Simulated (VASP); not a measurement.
## LiH: from the relaxed cell to its vibrations

What lattice, stiffness and vibrations does LiH have at one level of theory? The starting structure is a measured crystal structure from the Crystallography Open Database. All runs use LDA.

Main program and level: VASP 6.6.1; Kohn-Sham DFT with plane waves and PAW; LDA.

The database entry behind the starting cell differs from later determinations by our own check (the deuteride, about 0.2 % short), so it need not match the best structure at ambient conditions.

## 1. Starting point

Symmetry: Fm-3m, No. 225, cubic system. The conventional cell has a = 4.074 Å, b = 4.074 Å, c = 4.074 Å, α = 90.00°, β = 90.00°, γ = 90.00°. Li has 6 H at 2.04 Å nearest. H has 6 Li at 2.04 Å nearest. Farther neighbours are not listed.

Coordinates:

```xyz
2
Lattice="0.0000 2.0368 2.0368 2.0368 0.0000 2.0368 2.0368 2.0368 0.0000" Properties=species:S:1:pos:R:3 pbc="T T T"
Li    0.0000    0.0000    0.0000
H     2.0368    2.0368    2.0368
```

## 2. Relaxation

This run starts from the cell of an earlier relaxation, which isn't shown; the restart sets up the plane waves anew.

Contents of INCAR:

```
SYSTEM = LiH
PREC = Accurate
ENCUT = 700
EDIFF = 1E-07
NELM = 100
ISMEAR = 0
SIGMA = 0.03
LREAL = .FALSE.
ALGO = Normal
GGA = CA
NBANDS = 8
LORBIT = 11
LWAVE = .FALSE.
LCHARG = .FALSE.
KPAR = 4
IBRION = 2
NSW = 50
ISIF = 3
EDIFFG = -0.002
```

Contents of POSCAR:

```
LiH
1.0
    0.0000000000      1.9506539636      1.9506539636
    1.9506539636      0.0000000000      1.9506539636
    1.9506539636      1.9506539636      0.0000000000
Li H
1 1
Direct
    0.0000000000      0.0000000000      0.0000000000
    0.5000000000      0.5000000000      0.5000000000
```

Contents of KPOINTS:

```
Automatic mesh
0
Gamma
10 10 10
0 0 0
```

Potentials, in the order of the species: Li_sv and H (LDA family, release 64).

Started as:

```bash
mpirun -np 4 vasp_std
```

The log of the run:

```text
[banner, memory and clock lines left out]
running    4 mpi-ranks, on    1 nodes
 distrk:  each k-point on    1 cores,    4 groups
 distr:  one band on    1 cores,    1 groups

 POSCAR found type information on POSCAR LiH
 POSCAR found :  2 types and       2 ions
 LDA part: xc-table for (Slater(with rela. corr.)+CA(PZ))
 , standard interpolation
 POSCAR, INCAR and KPOINTS ok, starting setup
 FFT: planning ... GRIDC
 FFT: planning ... GRID_SOFT
 FFT: planning ... GRID
 WAVECAR not read
 entering main loop
       N       E                     dE             d eps       ncg     rms          rms(c)
DAV:   1    -0.289227945099E+01   -0.28923E+01   -0.16597E+03   760   0.544E+02
DAV:   2    -0.671450555190E+01   -0.38222E+01   -0.38222E+01  1088   0.504E+01
DAV:   3    -0.675555623484E+01   -0.41051E-01   -0.41051E-01   896   0.500E+00
DAV:   4    -0.675581397729E+01   -0.25774E-03   -0.25774E-03  1144   0.302E-01
DAV:   5    -0.675581480132E+01   -0.82403E-06   -0.82403E-06   936   0.114E-02    0.286E+00
DAV:   6    -0.656173049700E+01    0.19408E+00   -0.17307E-01   888   0.136E+00    0.142E+00
DAV:   7    -0.649553124175E+01    0.66199E-01   -0.21068E-01  1008   0.163E+00    0.207E-01
DAV:   8    -0.649625837257E+01   -0.72713E-03   -0.31023E-03   840   0.425E-01    0.460E-02
DAV:   9    -0.649619511387E+01    0.63259E-04   -0.22791E-04  1088   0.679E-02    0.421E-03
DAV:  10    -0.649619494891E+01    0.16496E-06   -0.41635E-06   848   0.176E-02    0.282E-03
DAV:  11    -0.649619499599E+01   -0.47083E-07   -0.76661E-08  1112   0.161E-03
   1 F= -.64961950E+01 E0= -.64961950E+01  d E =-.649619E+01
 curvature:   0.00 expect dE= 0.000E+00 dE for cont linesearch  0.000E+00
 trial: gam= 0.00000 g(F)=  0.151E-64 g(S)=  0.634E-07 ort = 0.000E+00 (trialstep = 0.100E+01)
 search vector abs. value=  0.635E-07
 reached required accuracy - stopping structural energy minimisation
```

Wall time 4.6 s (4 MPI ranks of AMD EPYC 7R43, shared host); peak memory 0.35 GiB.

The logs omit lines about the potential files and the build; timing stands in the text.

OUTCAR, selected parts (step 2):

```text
ion  position               nearest neighbor table
   1  0.000  0.000  0.000-
   2  0.500  0.500  0.500-

  LATTYP: Found a face centered cubic cell.
 ALAT       =     3.9013079272

 Subroutine GETGRP returns: Found 48 space group operations
 (whereof 48 operations were pure point group operations)

The static configuration has the point symmetry O_h .

 Found     47 irreducible k-points:

   k-points           NKPTS =     47   k-points in BZ     NKDIM =     47   number of bands    NBANDS=      8

   dimension x,y,z NGX =    24 NGY =   24 NGZ =   24
   dimension x,y,z NGXF=    48 NGYF=   48 NGZF=   48

   ENCUT  =  700.0 eV  51.45 Ry    7.17 a.u.   5.95  5.95  5.95*2*pi/ulx,y,z

   NELECT =       4.0000    total number of electrons

 k-points in reciprocal lattice and weights: Automatic mesh
   0.00000000  0.00000000  0.00000000       0.001
   0.10000000  0.00000000  0.00000000       0.008
   0.20000000  0.00000000  0.00000000       0.008
   0.30000000  0.00000000  0.00000000       0.008
   0.40000000  0.00000000  0.00000000       0.008
   0.50000000  0.00000000  0.00000000       0.004
   0.10000000  0.10000000  0.00000000       0.006
   0.20000000  0.10000000  0.00000000       0.024
   0.30000000  0.10000000  0.00000000       0.024
[...]
-0.30000000  0.40000000  0.20000000       0.024
  -0.30000000  0.50000000  0.20000000       0.012

 average (electrostatic) potential at core
       1 -65.5454       2 -33.3116

 E-fermi :   0.8939

 k-point     1 :       0.0000    0.0000    0.0000
  band No.  band energies     occupation
      1     -42.7957      2.00000
      2      -5.2562      2.00000
      3      17.8141      0.00000
      4      18.8455      0.00000
      5      18.8455      0.00000
      6      18.8455      0.00000
      7      23.8413      0.00000
    ...

 k-point     2 :       0.1000    0.0000    0.0000
  band No.  band energies     occupation
      1     -42.7890      2.00000
      2      -5.0784      2.00000
      3      15.8576      0.00000
      4      18.1733      0.00000
      5      18.4344      0.00000
      6      18.4344      0.00000
      7      23.2764      0.00000
    ...

 k-point     3 :       0.2000    0.0000    0.0000
  band No.  band energies     occupation
      1     -42.7713      2.00000
      2      -4.5554      2.00000
      3      12.2501      0.00000
      4      16.9571      0.00000
      5      17.7675      0.00000
      6      17.7675      0.00000
      7      24.1830      0.00000
    ...

  Total       -0.0009363     -0.0009363     -0.0009363      0.0000000     -0.0000000      0.0000000
  in kB       -0.1010582     -0.1010582     -0.1010582      0.0000000     -0.0000000      0.0000000
  external PRESSURE =      -0.1010582 kB  Pullay stress =       0.0000000 kB

  energy-cutoff  :      700.00
  volume of cell :       14.84
      direct lattice vectors                 reciprocal lattice vectors
     0.000000000  1.950653964  1.950653964    -0.256324294  0.256324294  0.256324294
     1.950653964  0.000000000  1.950653964     0.256324294 -0.256324294  0.256324294
     1.950653964  1.950653964  0.000000000     0.256324294  0.256324294 -0.256324294

 POSITION                                       TOTAL-FORCE (eV/Angst)
 -----------------------------------------------------------------------------------
      0.00000      0.00000      0.00000        -0.000000     -0.000000     -0.000000
      1.95065      1.95065      1.95065         0.000000      0.000000      0.000000
 -----------------------------------------------------------------------------------
    total drift:                                0.000000     -0.000000     -0.000000

  FREE ENERGIE OF THE ION-ELECTRON SYSTEM (eV)
  ---------------------------------------------------
  free  energy   TOTEN  =        -6.4961949960 eV

  energy  without entropy=       -6.4961949960  energy(sigma->0) =       -6.49619500

 reached required accuracy - stopping structural energy minimisation

 total charge
# of ion       s       p       d       tot
------------------------------------------
    1        2.025   0.089   0.000   2.115
    2        0.533   0.002   0.000   0.535
--------------------------------------------------
tot          2.558   0.092   0.000   2.650

[... 3 further parts left out ...]
```

CONTCAR:

```
LiH
   1.00000000000000
     0.0000000000000000    1.9506539636000000    1.9506539636000000
     1.9506539636000000    0.0000000000000000    1.9506539636000000
     1.9506539636000000    1.9506539636000000    0.0000000000000000
  Li              H
     1     1
Direct
     0.0000000000000000    0.0000000000000000    0.0000000000000000
     0.5000000000000000    0.5000000000000000    0.5000000000000000
```

The run keeps the 48 symmetry operations of its start, so it cannot find a distortion of lower symmetry.

The relaxed cell holds 7.422 Å³ an atom, with a = 3.901 Å (-4.2 % against the database cell). Pressures at 0.985 and 1.015 times this volume, from two more relaxations that aren't shown, give a bulk modulus of 41.1 GPa.

## 3. Elastic constants

Contents of INCAR:

```
SYSTEM = LiH
PREC = Accurate
ENCUT = 1000
EDIFF = 1E-08
NELM = 100
ISMEAR = 0
SIGMA = 0.03
LREAL = .FALSE.
ALGO = Normal
GGA = CA
NBANDS = 8
LORBIT = 11
LWAVE = .FALSE.
LCHARG = .FALSE.
KPAR = 4
IBRION = 6
NFREE = 2
POTIM = 0.015
ISIF = 3
NSW = 1
```

POSCAR is that of step 2.

Contents of KPOINTS:

```
Automatic mesh
0
Gamma
12 12 12
0 0 0
```

Started as:

```bash
mpirun -np 4 vasp_std
```

The log of the run:

```text
[... set-up lines as in an earlier step ...]
 entering main loop
       N       E                     dE             d eps       ncg     rms          rms(c)
DAV:   1    -0.911652326382E+00   -0.91165E+00   -0.21399E+03  1152   0.716E+02
DAV:   2    -0.669293185539E+01   -0.57813E+01   -0.54032E+01  1632   0.587E+01
DAV:   3    -0.675536299136E+01   -0.62431E-01   -0.62431E-01  1384   0.697E+00
DAV:   4    -0.675567812627E+01   -0.31513E-03   -0.31513E-03  1792   0.411E-01
[...]
DAV:  10    -0.649643971755E+01    0.27748E-06   -0.43854E-06  1336   0.181E-02    0.270E-03
DAV:  11    -0.649643976246E+01   -0.44905E-07   -0.78958E-08  1912   0.170E-03    0.273E-04
DAV:  12    -0.649643975884E+01    0.36169E-08   -0.27790E-09  1120   0.433E-04
   1 F= -.64964398E+01 E0= -.64964398E+01  d E =-.104763E-42
[... from here on, the cycles between the ionic steps are left out ...]
   2 F= -.64956611E+01 E0= -.64956611E+01  d E =-.430545E-17
   3 F= -.64950673E+01 E0= -.64950673E+01  d E =-.724441E-55
   4 F= -.64956611E+01 E0= -.64956611E+01  d E =-.436053E-17
   5 F= -.64950673E+01 E0= -.64950673E+01  d E =-.308760E-18
   6 F= -.64956611E+01 E0= -.64956611E+01  d E =-.436811E-17
   7 F= -.64950673E+01 E0= -.64950673E+01  d E =-.722258E-55
   8 F= -.64958995E+01 E0= -.64958995E+01  d E =-.256808E-42
   9 F= -.64958995E+01 E0= -.64958995E+01  d E =-.114296E-36
  10 F= -.64958995E+01 E0= -.64958995E+01  d E =-.108359E-36
  11 F= -.64958995E+01 E0= -.64958995E+01  d E =-.482396E-39
  12 F= -.64958995E+01 E0= -.64958995E+01  d E =-.183441E-44
  13 F= -.64958995E+01 E0= -.64958995E+01  d E =-.591227E-40
  14 F= -.64962846E+01 E0= -.64962846E+01  d E =-.628990E-43
  15 F= -.64962846E+01 E0= -.64962846E+01  d E =-.634525E-43
  16 F= -.64962842E+01 E0= -.64962842E+01  d E =-.628779E-43
  17 F= -.64962842E+01 E0= -.64962842E+01  d E =-.624445E-43
 Finite differences progress:
  Degree of freedom:   8/  8
  Displacement:        2/  2
  Total:              16/ 16
```

Elapsed: 4.6 min, on 4 MPI ranks; peak memory 1.2 GiB.

Parts of OUTCAR (step 3):

```text
  Total        0.0187142      0.0162485      0.0162485      0.0000000      0.0000000      0.0000000
  in kB        2.0198144      1.7536945      1.7536945      0.0000000      0.0000000      0.0000000
  external PRESSURE =       1.8424011 kB  Pullay stress =       0.0000000 kB

 POSITION                                       TOTAL-FORCE (eV/Angst)
 -----------------------------------------------------------------------------------
      0.00000      0.00000      0.00000        -0.020776      0.000000      0.000000
      1.93565      1.95065      1.95065         0.020776      0.000000      0.000000
 -----------------------------------------------------------------------------------
    total drift:                                0.000010      0.000000      0.000000

  FREE ENERGIE OF THE ION-ELECTRON SYSTEM (eV)
  ---------------------------------------------------
  free  energy   TOTEN  =        -6.4962841555 eV

  energy  without entropy=       -6.4962841555  energy(sigma->0) =       -6.49628416

[... 3 further parts left out ...]
[key lines of the parts left out:]
E-fermi :   0.8951
```

The last energy, forces and stress in OUTCAR belong to the last displaced cell, not to that of POSCAR.

The elastic tensor has C11 = 103.0, C12 = 10.0, C44 = 51.9 GPa; its Hill averages are a bulk modulus of 41.0 and a shear modulus of 49.7 GPa.

## 4. Modes of the relaxed cell

Contents of INCAR:

```
SYSTEM = LiH
PREC = Accurate
ENCUT = 700
EDIFF = 1E-08
NELM = 100
ISMEAR = 0
SIGMA = 0.03
LREAL = .FALSE.
ALGO = Normal
GGA = CA
NBANDS = 8
LORBIT = 11
LWAVE = .FALSE.
LCHARG = .FALSE.
KPAR = 4
IBRION = 8
LEPSILON = .TRUE.
LPEAD = .TRUE.
ISIF = 2
```

POSCAR is that of step 3.

Contents of KPOINTS:

```
Automatic mesh
0
Gamma
18 18 18
0 0 0
```

Started as:

```bash
mpirun -np 4 vasp_std
```

The log of the run:

```text
[... set-up lines as in an earlier step ...]
 entering main loop
       N       E                     dE             d eps       ncg     rms          rms(c)
DAV:   1    -0.252570376034E+01   -0.25257E+01   -0.17638E+03  3152   0.549E+02
DAV:   2    -0.671040834623E+01   -0.41847E+01   -0.41847E+01  4544   0.526E+01
DAV:   3    -0.675556261977E+01   -0.45154E-01   -0.45154E-01  3616   0.546E+00
DAV:   4    -0.675581243521E+01   -0.24982E-03   -0.24982E-03  4968   0.334E-01
[...]
DAV:  10    -0.649623179612E+01    0.16870E-06   -0.41588E-06  3736   0.173E-02    0.275E-03
DAV:  11    -0.649623184705E+01   -0.50924E-07   -0.71876E-08  4880   0.156E-03    0.329E-04
DAV:  12    -0.649623185485E+01   -0.78016E-08   -0.24372E-09  3040   0.416E-04
   1 F= -.64962319E+01 E0= -.64962319E+01  d E =-.171303E-42
 Linear response reoptimize wavefunctions to high precision
DAV:   1    -0.649623185518E+01   -0.33432E-09   -0.23487E-09  4520   0.229E-04
DAV:   2    -0.649623185519E+01   -0.44906E-11   -0.44477E-11  2000   0.609E-05
 Linear response to external field (no local field effect), progress :
[...]
RMM:  12    -0.176498709427E+00    0.25194E-08    0.33075E-10 15945   0.277E-05    0.142E-07
 first order change of Fermi-energy  -0.17399E-03
 force on displaced ion       1 direction 1 :  -1.388   0.000   0.000
 Born effective charge ion    1 direction 1 :   1.025   0.000   0.000
 Linear response progress:
  Degree of freedom:   2/  2
       N       E                     dE             d eps       ncg     rms          rms(c)
RMM:   1    -0.154643391981E-01   -0.15464E-01   -0.57665E-03 17035   0.591E-01
RMM:   2    -0.158314638698E-01   -0.36712E-03   -0.47277E-04 15984   0.966E-02    0.102E-01
RMM:   3    -0.162790109489E-01   -0.44755E-03   -0.62419E-05 15779   0.372E-02    0.595E-02
RMM:   4    -0.172467316739E-01   -0.96772E-03   -0.36576E-05 14730   0.339E-02    0.166E-03
[...]
RMM:   9    -0.172558852498E-01    0.13448E-07   -0.55986E-08 18553   0.446E-05    0.386E-06
RMM:  10    -0.172558166564E-01    0.68593E-07   -0.52679E-08 18453   0.186E-05    0.211E-07
RMM:  11    -0.172558182455E-01   -0.15891E-08   -0.22115E-08 17085   0.918E-06    0.183E-07
 first order change of Fermi-energy   0.30022E-03
 force on displaced ion       2 direction 1 :  -1.385   0.000   0.000
 Born effective charge ion    2 direction 1 :  -1.025   0.000   0.000
 Born effective charges drift removed
 Linear response finished
```

The job ended after 4 min (4 MPI ranks; peak memory 2 GiB).

From OUTCAR (step 4):

```text
  Total       -0.0008056     -0.0008056     -0.0008056      0.0000000     -0.0000000      0.0000000
  in kB       -0.0869461     -0.0869461     -0.0869461      0.0000000     -0.0000000      0.0000000
  external PRESSURE =      -0.0869461 kB  Pullay stress =       0.0000000 kB

 MACROSCOPIC STATIC DIELECTRIC TENSOR (including local field effects in DFT)
 ------------------------------------------------------
           5.006875    -0.000000     0.000000
          -0.000000     5.006875    -0.000000
           0.000000    -0.000000     5.006875
 ------------------------------------------------------

 MACROSCOPIC STATIC DIELECTRIC TENSOR IONIC CONTRIBUTION
 ------------------------------------------------------
           9.230954    -0.000000     0.000000
          -0.000000     9.230954    -0.000000
           0.000000    -0.000000     9.230954
 ------------------------------------------------------

[... 2 parts as in an earlier step ...]

[... 1 further part left out ...]
```

The zone-centre modes at 7.422 Å³ an atom are T1u 656.2 cm⁻¹.

## 5. Modes at 0.97 of that volume

Shape and positions were first relaxed at this volume, in a run that isn't shown.

INCAR is that of step 4.

Contents of POSCAR:

```
LiH
1.0
    0.0000000000      1.9309490410      1.9309490410
    1.9309490410      0.0000000000      1.9309490410
    1.9309490410      1.9309490410      0.0000000000
Li H
1 1
Direct
    0.0000000000      0.0000000000      0.0000000000
    0.5000000000      0.5000000000      0.5000000000
```

KPOINTS is that of step 4.

Started as:

```bash
mpirun -np 4 vasp_std
```

The log of the run:

```text
[... set-up lines as in an earlier step ...]
 entering main loop
       N       E                     dE             d eps       ncg     rms          rms(c)
DAV:   1    -0.249189429744E+01   -0.24919E+01   -0.17848E+03  3160   0.554E+02
DAV:   2    -0.670774311848E+01   -0.42158E+01   -0.40702E+01  4432   0.517E+01
DAV:   3    -0.675555771062E+01   -0.47815E-01   -0.47815E-01  3768   0.550E+00
DAV:   4    -0.675579142887E+01   -0.23372E-03   -0.23372E-03  4912   0.314E-01
[...]
DAV:  10    -0.649378928556E+01    0.11949E-06   -0.42229E-06  3640   0.176E-02    0.264E-03
DAV:  11    -0.649378933616E+01   -0.50593E-07   -0.71211E-08  4968   0.168E-03    0.279E-04
DAV:  12    -0.649378934094E+01   -0.47869E-08   -0.28479E-09  3192   0.418E-04
   1 F= -.64937893E+01 E0= -.64937893E+01  d E =-.210566E-11
 Linear response reoptimize wavefunctions to high precision
DAV:   1    -0.649378934177E+01   -0.82389E-09   -0.21477E-09  4408   0.246E-04
DAV:   2    -0.649378934177E+01   -0.39222E-11   -0.39641E-11  2088   0.547E-05
 Linear response to external field (no local field effect), progress :
[...]
RMM:  12    -0.177631544652E+00    0.13882E-08    0.10931E-09 16180   0.195E-05    0.132E-07
 first order change of Fermi-energy  -0.18739E-03
 force on displaced ion       1 direction 1 :  -1.524   0.000   0.000
 Born effective charge ion    1 direction 1 :   1.023   0.000   0.000
 Linear response progress:
  Degree of freedom:   2/  2
       N       E                     dE             d eps       ncg     rms          rms(c)
RMM:   1    -0.155145627776E-01   -0.15515E-01   -0.56408E-03 17011   0.604E-01
RMM:   2    -0.159051294682E-01   -0.39057E-03   -0.48505E-04 15939   0.988E-02    0.104E-01
RMM:   3    -0.163563895508E-01   -0.45126E-03   -0.64593E-05 15742   0.381E-02    0.607E-02
RMM:   4    -0.173368278923E-01   -0.98044E-03   -0.36946E-05 14702   0.344E-02    0.166E-03
[...]
RMM:   9    -0.173464011746E-01    0.12591E-07   -0.40021E-08 18432   0.429E-05    0.377E-06
RMM:  10    -0.173463344002E-01    0.66774E-07   -0.39640E-08 18368   0.158E-05    0.238E-07
RMM:  11    -0.173463371902E-01   -0.27900E-08   -0.16826E-08 16865   0.636E-06    0.238E-07
 first order change of Fermi-energy   0.31471E-03
 force on displaced ion       2 direction 1 :  -1.516   0.000   0.000
 Born effective charge ion    2 direction 1 :  -1.023   0.000   0.000
 Born effective charges drift removed
 Linear response finished
```

Wall time 3.9 min (4 MPI ranks); peak memory 2 GiB.

(Continued in part 2 of 2.)

[Lines on the potential files, build, host, timing and source positions are cut from VASP's logs without a mark.]

[Logs are printed without paths, hosts, clocks, repeated set-up lines and the standing remarks that a program may print on its own settings, such as how far it seeks lower states.]

[Hosts, paths, dates, database ids (printed as entryN), source tags and the programs' standing remarks are cut or masked in the printed files.]
